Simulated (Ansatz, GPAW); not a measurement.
**Pd: programs and potentials compared**

```
CELL_PARAMETERS angstrom
0.00000 1.94650 1.94650
1.94650 0.00000 1.94650
1.94650 1.94650 0.00000
ATOMIC_POSITIONS crystal
Pd 0.00000 0.00000 0.00000
```

Alike in all runs: task single point; functional PBE; k mesh 12 × 12 × 12; occupations gaussian, width 0.017 eV; no spin polarisation; no spin-orbit coupling. Pressure is positive in compression and, in plane waves, holds the error of the finite cutoff, which Ansatz's Pulay term estimates and takes out.

| program and potentials | plane-wave cutoff (eV) | notes | band gap (eV) | pressure (GPa) |
| --- | --- | --- | --- | --- |
| Ansatz, Ansatz PAW | 420 | 18 valence electrons an atom on average; Pulay term of +0.07 GPa included | no gap | 6.90 |
| GPAW, GPAW PAW data sets (gpaw-data 1.2.1) | 600 | 16 valence electrons an atom on average | ? | ? |
| Ansatz, all-electron LAPW, scalar-relativistic | - | - | no gap | 6.80 |

**Question.** Estimate from the other rows what the run with GPAW, GPAW PAW data sets (gpaw-data 1.2.1) gave.

**Answer.** No band gap; pressure 6.86 GPa. The other rows, which needn't bracket it: pressure 6.80 to 6.90.
